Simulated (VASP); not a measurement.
**SrTiO$_{3}$ (strained cubic perovskite), PBE single-point calculation: VASP's output and Ansatz's**

POSCAR

```
Sr Ti O
 1.0000000000000000
     3.8677829865000000    0.0000000000000000    0.0000000000000000
     0.0000000000000000    3.8677829865000000    0.0000000000000000
     0.0000000000000000    0.0000000000000000    3.9317034817000001
 Sr  Ti  O
   1   1   3
Cartesian
  0.0000000000000000  0.0000000000000000  0.0000000000000000
  1.9338914932499998  1.9338914932499998  1.9658517408499998
  1.9338914932499998  1.9338914932499998  0.0000000000000000
  1.9338914932499998  0.0000000000000000  1.9658517408499998
  0.0000000000000000  1.9338914932499998  1.9658517408499998
```

VASP ran with the recommended PBE PAW datasets (40 valence electrons in the cell).

From OUTCAR

```
k-points           NKPTS =     40   k-points in BZ     NKDIM =     40   number of bands    NBANDS=     28

   NELECT =      40.0000    total number of electrons

   dimension x,y,z NGX =    30 NGY =   30 NGZ =   30
   dimension x,y,z NGXF=    60 NGYF=   60 NGZF=   60

  energy-cutoff  :      520.00
  volume of cell :       58.82
      direct lattice vectors                 reciprocal lattice vectors
     3.867782986  0.000000000  0.000000000     0.258546047  0.000000000  0.000000000
     0.000000000  3.867782986  0.000000000     0.000000000  0.258546047  0.000000000
     0.000000000  0.000000000  3.931703482     0.000000000  0.000000000  0.254342680

 k-points in reciprocal lattice and weights: KPOINTS created by Atomic Simulation Env
   0.00000000  0.00000000  0.00000000       0.005
   0.16666667  0.00000000  0.00000000       0.019
   0.33333333  0.00000000  0.00000000       0.019
   0.50000000  0.00000000  0.00000000       0.009
   0.16666667  0.16666667  0.00000000       0.019
   0.33333333  0.16666667  0.00000000       0.037
   0.50000000  0.16666667  0.00000000       0.019
   0.33333333  0.33333333  0.00000000       0.019
   ...

 E-fermi :   4.8423

 k-point     1 :       0.0000    0.0000    0.0000
  band No.  band energies     occupation
      1     -52.1462      2.00000
      2     -28.4850      2.00000
      3     -28.4055      2.00000
      4     -28.4055      2.00000
      5     -28.3921      2.00000
      6     -13.2111      2.00000
      7     -12.2491      2.00000
      8     -12.1735      2.00000
      9     -10.4969      2.00000
     10     -10.4732      2.00000
     11     -10.4732      2.00000
     12       1.3776      2.00000
     13       1.4638      2.00000
     14       1.4638      2.00000
     15       3.0388      2.00000
     16       3.0975      2.00000
     17       3.0975      2.00000
     18       3.9083      2.00000
     19       3.9250      2.00000
     20       3.9250      2.00000
     21       6.1362      0.00000
     22       6.1362      0.00000
     23       6.1654      0.00000
     24       8.5887      0.00000
     25       8.7270      0.00000
     26       9.6118      0.00000
     27       9.7575      0.00000
     28      10.5950      0.00000

 k-point     2 :       0.1667    0.0000    0.0000
  band No.  band energies     occupation
      1     -52.1457      2.00000
      2     -28.5175      2.00000
      3     -28.4047      2.00000
      4     -28.3913      2.00000
      5     -28.3867      2.00000
      6     -13.2201      2.00000
      7     -12.2332      2.00000
      8     -12.1769      2.00000
      9     -10.4841      2.00000
     10     -10.4602      2.00000
     11     -10.2921      2.00000
     12       1.0855      2.00000
     13       1.3546      2.00000
     14       1.4445      2.00000
     15       2.6843      2.00000
     16       2.7385      2.00000
     17       2.8523      2.00000
     18       3.1570      2.00000
     19       3.7573      2.00000
     20       3.7696      2.00000
     21       6.1802      0.00000
     22       6.7399      0.00000
     23       6.7626      0.00000
     24       8.6246      0.00000
     25       9.4501      0.00000
     26      10.0838      0.00000
     27      10.2410      0.00000
     28      11.2580      0.00000

 k-point     3 :       0.3333    0.0000    0.0000
  band No.  band energies     occupation
      1     -52.1448      2.00000
      2     -28.5688      2.00000
      3     -28.4031      2.00000
      4     -28.3896      2.00000
      5     -28.3621      2.00000
      6     -13.3419      2.00000
      7     -12.1626      2.00000
      8     -12.0312      2.00000
      9     -10.4583      2.00000
     10     -10.4340      2.00000
     11      -9.9952      2.00000
     12       0.2747      2.00000
     13       1.3261      2.00000
     14       1.4272      2.00000
     15       2.0882      2.00000
     16       2.1334      2.00000
     17       2.1428      2.00000
     18       2.4285      2.00000
     19       3.5924      2.00000
     20       3.5943      2.00000
     21       6.2717      0.00000
     22       7.7179      0.00000
     23       7.7293      0.00000
     24       8.6360      0.00000
     25      10.5106      0.00000
     26      11.1275      0.00000
     27      11.2389      0.00000
     28      12.4015      0.00000

 ...

  Total        3.2490228      3.2490228      1.7318849      0.0000000      0.0000000      0.0000000
  in kB       88.5030809     88.5030809     47.1763839      0.0000000      0.0000000      0.0000000
  external PRESSURE =      74.7275152 kB  Pullay stress =       0.0000000 kB

 POSITION                                       TOTAL-FORCE (eV/Angst)
 -----------------------------------------------------------------------------------
      0.00000      0.00000      0.00000         0.000000      0.000000      0.000000
      1.93389      1.93389      1.96585         0.000000      0.000000      0.000000
      1.93389      1.93389      0.00000         0.000000      0.000000      0.000000
      1.93389      0.00000      1.96585         0.000000      0.000000      0.000000
      0.00000      1.93389      1.96585         0.000000      0.000000      0.000000
 -----------------------------------------------------------------------------------
    total drift:                                0.000000      0.000000     -0.000000

  FREE ENERGIE OF THE ION-ELECTRON SYSTEM (eV)
  ---------------------------------------------------
  free  energy   TOTEN  =       -40.0385197634 eV

  energy  without entropy=      -40.0385197634  energy(sigma->0) =      -40.03851976
```

Datasets and cutoffs are each program's own. VASP's cell holds 40 valence electrons and Ansatz's 40. Ansatz's stress includes a Pulay correction; VASP's doesn't.

Question: What does Ansatz give for the same cell and level of theory?

Answer: gap between bands v and c 1.87 eV; least direct gap 2.23 eV; pressure 6.8 GPa.

Ansatz printed

```
SCF 1 converged in 6 iterations: F = -7754.434259 eV  dr2 = 3.35e-8
  greatest PAW one-centre occupation: 0.999 electrons in one spin orbital (limit 2), on the Ti atom at site 1 (counted from 0), in its partial waves of l = 0
NSCF: frozen V_eff on 4 k-points
SCF converged after 6 iterations
Free energy (F): -7754.434259 eV
Harris-Foulkes:  -7754.434259 eV  (|F-HF|=2.38e-8)
Internal energy: -7754.434259 eV  (E = F + TS)
E sigma→0 (E₀):  -7754.434259 eV
Fermi energy:    11.129899 eV
--- Per-component energies (eV) ---
  E_band       = -197.724252
  E_kinetic    = 1050.069035
  E_local      = -2368.904319  (includes V_loc(G=0)·N_el)
  E_nonlocal   = 348.153380
  E_hartree    = 830.316284
  E_xc         = -497.067958
  E_vxc        = -573.070039  (∫ρ·V_xc dr)
  E_paw        = -4213.964028  (= ΣΔE_a)
  E_vpaw       = -314.608033  (= ΣTr[D̂ρ^β])
  E_aug_tail   = 0.007594  (compensation charges beyond the density's cutoff)
  E_ewald      = -2903.044247
  E_smearing   = -0.000000  (= −TS)
  E_closure    = -0.000000  (closes the sum)
  Σ components = -7754.434259   (vs F -7754.434259, Δ=0.00e0)
--- Forces (eV/Å), atoms counted from 1 ---
  atom   1  Sr     0.00000000     0.00000000     0.00000000
  atom   2  Ti     0.00000000     0.00000000     0.00000000
  atom   3  O      0.00000000     0.00000000     0.00000000
  atom   4  O      0.00000000     0.00000000     0.00000000
  atom   5  O      0.00000000    -0.00000000     0.00000000
  max |Σ_I F_I| component: 1.30e-29 eV/Å
--- Stress (GPa, compression-positive) ---
        8.156581       0.000000       0.000000
        0.000000       8.156581       0.000000
        0.000000       0.000000       4.086142
  P = ⅓ Tr σ = 6.7998 GPa (67.998 kbar)
--- Band table (eV; the first three rows and the last of 40) ---
  k-point 0: bands = ["-46.1706", "-22.5060", "-22.4484", "-22.4484", "-22.4320", "-7.2980", "-6.3383", "-6.2615", "-4.5219", "-4.4981", "-4.4981", "7.2912", "7.3771", "7.3771", "8.9371", "8.9958", "8.9958", "9.8206", "9.8368", "9.8368", "12.0696", "12.0696", "12.0974", "14.5339", "14.6710"]
  k-point 1: bands = ["-46.1703", "-22.5403", "-22.4477", "-22.4477", "-22.4082", "-7.3335", "-6.3291", "-6.2404", "-4.4870", "-4.4870", "-4.3475", "6.9748", "7.3564", "7.3564", "8.6801", "8.6801", "8.7192", "9.0579", "9.6911", "9.6911", "12.1354", "12.6223", "12.6223", "14.6802", "15.2933"]
  k-point 2: bands = ["-46.1698", "-22.5897", "-22.4463", "-22.4463", "-22.3797", "-7.4691", "-6.3107", "-6.0607", "-4.4645", "-4.4645", "-4.0554", "6.3002", "7.3247", "7.3247", "8.0220", "8.1462", "8.1462", "8.3349", "9.5274", "9.5274", "12.2142", "13.5274", "13.5274", "14.6891", "16.3570"]
  k-point 39: bands = ["-46.1665", "-22.5220", "-22.5220", "-22.4904", "-22.4405", "-5.9232", "-5.9232", "-5.8947", "-4.7946", "-4.7946", "-4.7680", "5.5154", "5.8850", "6.0505", "6.3174", "6.4562", "6.4562", "10.1536", "10.1536", "10.1947", "14.7121", "14.7121", "14.7965", "17.1639", "17.1639"]
```
